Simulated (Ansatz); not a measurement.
# Pb in Ansatz: projected density of states with PBE

Aim: the projected density of states of Pb with PBE.

Program: Ansatz 0.2.0. These are calculated values, not measurements. Logs are shortened: lines on timing, memory, paths and dates and some standing lists are left out, and cuts for length are marked.

**1. The undisturbed crystal**

The cell holds a slab with vacuum, 3 atoms: a = 3.480 Å, b = 3.480 Å, c = 20.590 Å, α = 90.00°, β = 90.00°, γ = 120.00°.

The slab is cut from a database's or a generator's crystal, which needn't be the stable form of the element.

**2. Projected density of states, PBE (the (0 0 1) slab of Pb, cut from the database cell, not relaxed)**

Contents of input.yaml:

```yaml
crystal:
  lattice:
    - [3.4800006906, 0.0, 0.0]
    - [-1.7400003453, 3.0137690032, 0.0]
    - [0.0, 0.0, 20.59]
  atoms:
    - { symbol: Pb, position: [0.3333333333, 0.6666666666, 0.3642544925] }
    - { symbol: Pb, position: [0.6666666667, 0.3333333334, 0.5] }
    - { symbol: Pb, position: [0.3333333333, 0.6666666666, 0.6357455075] }
kpoints:
  mp_grid: { grid: [9, 9, 1] }
  band_path:
    path:
      - [0.0, 0.0, 0.0]
      - [0.5, 0.0, 0.0]
      - [0.3333333333, 0.3333333333, 0.0]
      - [0.0, 0.0, 0.0]
      - [0.0, 0.0, 0.5]
      - [0.5, 0.0, 0.5]
      - [0.3333333333, 0.3333333333, 0.5]
      - [0.0, 0.0, 0.5]
    npoints: 6
scf:
  occupations: { method: fermi_dirac, width: 0.05 }
hamiltonian:
  xc: pbe
  pseudopotentials: { kind: all_electron, lapw: { basis_error: 0.002 } }
output:
  forces: true
  stress: true
  eigenvalues: true
  fatbands: true
  dos: { projected: true, de: 0.1, e_range: [-10, 6] }
  populations: true
```

Potentials or basis: all-electron LAPW, scalar-relativistic.

Launch:

```
ansatz run input.yaml --threads 4 --pin off --max-ram 14336MiB --backend cpu --events-out ev --progress --plain --runs-dir out
```

Standard output:

```text
Warning: RAYON_NUM_THREADS=4 ignored (pool sized by the plan → 4); use --threads N
Pb: projections on atomic orbitals take those of the free atom 1s2 2s2 2p6 3s2 3p6 3d10 4s2 4p6 4d10 4f14 5s2 5p6 5d10 6s2 6p2, of charge +0.00 (hamiltonian.pseudopotentials.projection_atoms)
LAPW: plane waves up to 6.238 Å⁻¹, error target 2.0e-3 eV per atom; small_component_spin mean_spin; Pb in spheres of 1.721 Å, 36 of its electrons in bands, Dirac shells [] (how accurate: hamiltonian.pseudopotentials.lapw.basis_error, Limitations)
Engine: ansatz 0.2.0, aarch64-unknown-linux-gnu
Pseudopotentials: kind: all_electron
Pseudopotential: Pb, LAPW, valence charge 36, lapw/all_electron/scalar/gaussian/Pb, Koelling and Harmon's equation, gaussian nucleus
Functional definition: PBE
  parameter kappa = 0.804
  parameter beta = 0.06672455060314922
  exchange = pbe_x(kappa = kappa, mu = beta*pi^2/3)
  correlation = pbe_c(beta = beta)
Crystal: 3 atoms, lattice volume = 215.946 Å³
Basis set: ecut = 148.23271874628213 eV, 887 PW (Γ), exchange–correlation at level 2
Bands: 65, of which v1, the nominal top of the filled ones, is band 54 counted from 1 (53 counted from 0)
Symmetry: 12 space group operations
Space group: P-6m2 (ITA 187), of the structure as read, at distance tolerance 6.0e-5 Å
k-points: 12 of 81 (time reversal used)
Non-local potential: Pb, projectors of the file, none
Initial density: superposition of atomic densities (neutral atoms: chi_scale 0, normalization atom)
Initial wavefunctions: plane waves of lowest kinetic energy (no species holds an atomic orbital)
Functional: x = pbe(κ = 0.804, μ = 0.2195149727645171), c = pbe(β = 0.06672455060314922)
iter 1 solved again at ethr=5.59e-4 eV; its pass at ethr=1.00e-1 eV (dr2=6.03e-1 eV) is discarded
SCF iter   1: F=—  HF=-1704199.383415 eV  |F-HF|=—  |Δ(HF+E_count)|=         —  Δρ=4.43e-3  dr2=6.04e-1  ethr=5.59e-4  ⟨swp⟩=2.3  Hψ=4835  notcnv=0
preconditioner: auto → LDOS  [metal: Δε(μ)=0.055 eV  Ē_g=18.217 eV  σ=0.050 eV  W_gap=0.26  n_scr=68 (ndim 8)  ℏωp=16.4 eV  f_vac=0.565  D(μ)=3.27/eV (n_scr^D=10)  β→1.0]
iter 2 solved again at ethr=2.63e-5 eV; its pass at ethr=5.59e-4 eV (dr2=2.84e-2 eV) is discarded
SCF iter   2: F=—  HF=-1704199.295932 eV  |F-HF|=—  |Δ(HF+E_count)|=   8.75e-2  Δρ=2.69e-3  dr2=2.84e-2  ethr=2.63e-5  ⟨swp⟩=2.0  Hψ=4064  notcnv=0
SCF iter   3: F=—  HF=-1704199.284691 eV  |F-HF|=—  |Δ(HF+E_count)|=   1.12e-2  Δρ=1.09e-3  dr2=4.88e-2  ethr=2.63e-5  ⟨swp⟩=3.0  Hψ=2477  notcnv=0
SCF iter   4: F=—  HF=-1704199.269784 eV  |F-HF|=—  |Δ(HF+E_count)|=   1.49e-2  Δρ=3.77e-4  dr2=7.04e-3  ethr=2.63e-5  ⟨swp⟩=2.0  Hψ=2183  notcnv=0
SCF iter   5: F=—  HF=-1704199.268718 eV  |F-HF|=—  |Δ(HF+E_count)|=   1.07e-3  Δρ=1.45e-4  dr2=3.63e-4  ethr=6.52e-6  ⟨swp⟩=2.2  Hψ=2327  notcnv=0
SCF iter   6: F=—  HF=-1704199.268717 eV  |F-HF|=—  |Δ(HF+E_count)|=   1.38e-6  Δρ=7.01e-5  dr2=4.64e-5  ethr=3.36e-7  ⟨swp⟩=3.0  Hψ=2352  notcnv=0
SCF iter   7: F=—  HF=-1704199.268724 eV  |F-HF|=—  |Δ(HF+E_count)|=   7.32e-6  Δρ=2.72e-5  dr2=7.56e-6  ethr=4.30e-8  ⟨swp⟩=3.0  Hψ=2371  notcnv=0
SCF iter   8: F=—  HF=-1704199.268723 eV  |F-HF|=—  |Δ(HF+E_count)|=   1.13e-6  Δρ=8.93e-6  dr2=4.28e-7  ethr=7.00e-9  ⟨swp⟩=3.0  Hψ=2350  notcnv=0
SCF iter   9: F=-1704199.268723 eV  HF=-1704199.268723 eV  |F-HF|=1.79e-8  |Δ(HF+E_count)|=   2.21e-7  Δρ=2.12e-6  dr2=3.13e-8  ethr=3.96e-10  ⟨swp⟩=3.0  Hψ=2378  notcnv=0
SCF 1 converged in 9 iterations: F = -1704199.268723 eV  dr2 = 3.13e-8
NSCF: frozen V_eff on 43 k-points
SCF converged after 9 iterations
Free energy (F): -1704199.268723 eV
Harris-Foulkes:  -1704199.268723 eV  (|F-HF|=1.79e-8)
Internal energy: -1704199.242141 eV  (E = F + TS)
E sigma→0 (E₀):  -1704199.255432 eV
Entropy (-TS):   -0.026582 eV (-8.861 meV/atom)
Fermi energy:    4.279215 eV
--- Per-component energies (eV) ---
  E_band       = -7808.309094
  E_kinetic    = 1964911.880044
  E_xc         = -31740.931912
  E_electrostatic = -3637370.190274  (all electrons and nuclei)
  E_smearing   = -0.026582  (= −TS)
  E_closure    = 0.000000  (closes the sum)
  E_atoms      = -1704189.130055  (free atoms, spherical and without spin; not in F)
  Σ components = -1704199.268723   (vs F -1704199.268723, Δ=0.00e0)
  Basis errors (estimates in eV, not in F): energy 6.0e-4 per atom: plane waves 5.7e-4 (3.3e-4 summed), levels above the bands 1.8e-67, relativity 5.7e-8, radial functions 3.0e-5, core shells 2.0e-9; eigenvalues (radial functions only) 2.4e-5; not estimated: angular momenta, meshes, grids; target (lapw.basis_error) 2.0e-3; muffin-tin radii Pb 1.721 Å
--- Forces (eV/Å), atoms counted from 1 ---
  atom   1  Pb    -0.00000000     0.00000000    -0.22706781
  atom   2  Pb     0.00000000    -0.00000000     0.00000000
  atom   3  Pb     0.00000000     0.00000000     0.22706781
  max |Σ_I F_I| component: 5.55e-17 eV/Å
--- Stress (GPa, compression-positive) ---
        0.105647       0.000000       0.000000
        0.000000       0.105647       0.000000
        0.000000       0.000000       0.944408
  P = ⅓ Tr σ = 0.3852 GPa (3.852 kbar)
--- Band table (eV; the first three rows and the last of 12) ---
  k-point 0: bands = ["-135.3548", "-135.3548", "-135.1774", "-124.3924", "-124.3924", "-124.3921", "-124.3921", "-124.3921", "-124.3921", "-124.3913", "-124.3913", "-124.3913", "-124.3913", "-124.3899", "-124.3899", "-124.3899", "-124.3899", "-124.2077", "-124.2077", "-124.2056", "-124.2056", "-124.2042", "-124.2042", "-124.2037", "-77.1935", "-77.1935", "-77.1840", "-77.1840", "-77.1840", "-77.1840", "-77.0143", "-77.0143", "-77.0097", "-12.7985", "-12.7924", "-12.7520", "-12.7520", "-12.7422", "-12.7422", "-12.6492", "-12.6492", "-12.6396", "-12.6210", "-12.6210", "-12.5413", "-12.5413", "-12.4076", "-12.4076", "-7.1678", "-6.0553", "-4.4331", "1.1769", "3.8900", "6.8184", "7.7947", "8.9181", "9.2154", "10.3299", "10.3299", "11.1037", "11.1037", "11.4175", "11.7616", "11.7616", "12.2296"]
  k-point 1: bands = ["-135.3548", "-135.3548", "-135.1774", "-124.3924", "-124.3924", "-124.3921", "-124.3921", "-124.3921", "-124.3921", "-124.3913", "-124.3913", "-124.3913", "-124.3913", "-124.3899", "-124.3899", "-124.3899", "-124.3899", "-124.2077", "-124.2077", "-124.2056", "-124.2056", "-124.2042", "-124.2042", "-124.2037", "-77.1935", "-77.1935", "-77.1843", "-77.1843", "-77.1841", "-77.1841", "-77.0146", "-77.0143", "-77.0096", "-12.7867", "-12.7836", "-12.7501", "-12.7457", "-12.7240", "-12.7129", "-12.6703", "-12.6373", "-12.6354", "-12.6273", "-12.6132", "-12.5440", "-12.5274", "-12.4253", "-12.4076", "-6.9525", "-5.8488", "-4.2527", "1.4122", "4.0620", "6.9443", "7.9676", "8.2829", "8.8797", "9.3904", "9.4402", "9.5599", "10.1875", "10.5467", "11.5781", "11.6903", "12.4387"]
  k-point 2: bands = ["-135.3547", "-135.3547", "-135.1774", "-124.3924", "-124.3924", "-124.3921", "-124.3921", "-124.3921", "-124.3921", "-124.3913", "-124.3913", "-124.3913", "-124.3913", "-124.3899", "-124.3899", "-124.3899", "-124.3899", "-124.2077", "-124.2077", "-124.2056", "-124.2056", "-124.2042", "-124.2042", "-124.2037", "-77.1934", "-77.1934", "-77.1851", "-77.1851", "-77.1843", "-77.1843", "-77.0154", "-77.0146", "-77.0096", "-12.8080", "-12.8017", "-12.7185", "-12.7184", "-12.6915", "-12.6678", "-12.6676", "-12.6379", "-12.6273", "-12.6253", "-12.6138", "-12.5037", "-12.4730", "-12.4610", "-12.4082", "-6.3087", "-5.2364", "-3.7265", "2.0834", "4.2713", "5.5913", "5.9175", "7.4110", "7.7736", "8.3649", "8.6374", "9.4940", "9.6091", "10.0308", "10.9364", "11.6219", "11.8025"]
  k-point 11: bands = ["-135.3547", "-135.3547", "-135.1774", "-124.3924", "-124.3924", "-124.3921", "-124.3921", "-124.3921", "-124.3921", "-124.3913", "-124.3913", "-124.3913", "-124.3913", "-124.3899", "-124.3899", "-124.3899", "-124.3899", "-124.2077", "-124.2077", "-124.2056", "-124.2056", "-124.2042", "-124.2042", "-124.2037", "-77.1933", "-77.1932", "-77.1859", "-77.1859", "-77.1859", "-77.1859", "-77.0162", "-77.0162", "-77.0094", "-12.7747", "-12.7546", "-12.7007", "-12.6964", "-12.6937", "-12.6487", "-12.6383", "-12.6321", "-12.6304", "-12.6285", "-12.4743", "-12.4636", "-12.4564", "-12.4518", "-12.3952", "-2.7214", "-2.7199", "-2.5525", "1.9097", "2.3036", "2.6999", "3.0211", "3.5855", "4.4892", "5.9538", "7.2565", "8.1006", "9.9260", "11.3820", "11.4212", "12.2970", "12.8020"]
--- Löwdin populations: 3 sites ---
  site symbol       q [e]
     0     Pb     81.9578
     1     Pb     82.0122
     2     Pb     81.9578
  spilling = 0.000294 (of n_electrons = 246.000000)
```

Wall time 23 s (4 threads of Arm Neoverse V1, shared host); peak memory 0.51 GiB.

What came out:

| Property | Result |
| --- | --- |
| Free energy | -1704199.2687 eV |
| Largest force | 0.227 eV/Å |
| Band gap along the path | none (metal or under the smearing width) |
| Work function | 3.98 eV |

Forces in eV/Å, atoms in the order of the input:
```
Pb   0.000  0.000 -0.227
Pb   0.000  0.000  0.000
Pb   0.000  0.000  0.227
```

Stress tensor (GPa, compression positive):
```
0.11 0.00 0.00
0.00 0.11 0.00
0.00 0.00 0.94
```

Levels at the corners of the path, in eV from the Fermi level:
| point | band 51 | band 52 | band 53 | band 54 | band 55 | band 56 | band 57 | band 58 |
| --- | --- | --- | --- | --- | --- | --- | --- | --- |
| Γ | -8.71 | -3.10 | -0.39 | 2.54 | 3.52 | 4.64 | 4.94 | 6.05 |
| M | -6.96 | -3.31 | -3.30 | -2.03 | 0.57 | 2.55 | 2.67 | 2.69 |
| K | -6.83 | -2.37 | -1.98 | -1.58 | -1.26 | -0.69 | 0.21 | 1.67 |
| Γ | -8.71 | -3.10 | -0.39 | 2.54 | 3.52 | 4.64 | 4.94 | 6.05 |
| A | -8.71 | -3.10 | -0.39 | 2.52 | 3.78 | 4.01 | 5.75 | 6.05 |
| L | -6.96 | -3.31 | -3.30 | -2.03 | 0.57 | 2.55 | 2.67 | 2.69 |
| H | -6.83 | -2.37 | -1.98 | -1.58 | -1.26 | -0.69 | 0.21 | 1.67 |
| A | -8.71 | -3.10 | -0.39 | 2.52 | 3.78 | 4.01 | 5.75 | 6.05 |

States per cell in windows of 0.5 eV (zero at the Fermi level; states under -8 eV left out):
| from (eV) | total | Pb1 6p | Pb3 6p | Pb2 6p | Pb2 6s | Pb1 6s | Pb3 6s |
| --- | --- | --- | --- | --- | --- | --- | --- |
| -8.0 | 0.96 | 0.05 | 0.05 | 0.04 | 0.21 | 0.31 | 0.31 |
| -7.5 | 0.92 | 0.03 | 0.03 | 0.02 | 0.22 | 0.31 | 0.31 |
| -7.0 | 0.91 | 0.02 | 0.02 | 0.02 | 0.38 | 0.23 | 0.23 |
| -6.5 | 0.00 | 0.00 | 0.00 | 0.00 | 0.00 | 0.00 | 0.00 |
| -6.0 | 0.00 | 0.00 | 0.00 | 0.00 | 0.00 | 0.00 | 0.00 |
| -5.5 | 0.00 | 0.00 | 0.00 | 0.00 | 0.00 | 0.00 | 0.00 |
| -5.0 | 0.00 | 0.00 | 0.00 | 0.00 | 0.00 | 0.00 | 0.00 |
| -4.5 | 0.00 | 0.00 | 0.00 | 0.00 | 0.00 | 0.00 | 0.00 |
| -4.0 | 0.00 | 0.00 | 0.00 | 0.00 | 0.00 | 0.00 | 0.00 |
| -3.5 | 0.35 | 0.10 | 0.10 | 0.12 | 0.00 | 0.01 | 0.01 |
| -3.0 | 0.98 | 0.27 | 0.27 | 0.37 | 0.01 | 0.02 | 0.02 |
| -2.5 | 1.09 | 0.32 | 0.32 | 0.35 | 0.02 | 0.03 | 0.03 |
| -2.0 | 1.14 | 0.32 | 0.32 | 0.37 | 0.04 | 0.04 | 0.04 |
| -1.5 | 0.60 | 0.17 | 0.17 | 0.15 | 0.04 | 0.02 | 0.02 |
| -1.0 | 0.58 | 0.17 | 0.17 | 0.13 | 0.05 | 0.02 | 0.02 |
| -0.5 | 1.32 | 0.47 | 0.47 | 0.21 | 0.09 | 0.02 | 0.02 |
| 0.0 | 0.98 | 0.35 | 0.35 | 0.19 | 0.03 | 0.02 | 0.02 |
| 0.5 | 0.63 | 0.21 | 0.21 | 0.12 | 0.02 | 0.02 | 0.02 |
| 1.0 | 0.94 | 0.31 | 0.31 | 0.23 | 0.02 | 0.02 | 0.02 |
| 1.5 | 1.14 | 0.38 | 0.38 | 0.27 | 0.01 | 0.02 | 0.02 |
| 2.0 | 1.07 | 0.34 | 0.34 | 0.26 | 0.01 | 0.02 | 0.02 |
| 2.5 | 1.24 | 0.34 | 0.34 | 0.38 | 0.01 | 0.02 | 0.02 |
| 3.0 | 1.68 | 0.40 | 0.40 | 0.57 | 0.01 | 0.01 | 0.01 |
| 3.5 | 1.47 | 0.35 | 0.35 | 0.43 | 0.01 | 0.01 | 0.01 |
| 4.0 | 1.18 | 0.25 | 0.25 | 0.26 | 0.00 | 0.01 | 0.01 |
| 4.5 | 0.96 | 0.19 | 0.19 | 0.18 | 0.01 | 0.01 | 0.01 |

Caveat: spin-orbit coupling is left out, which moves the levels of the heavy elements; the density of states is complete only up to the lowest level of the last band computed.
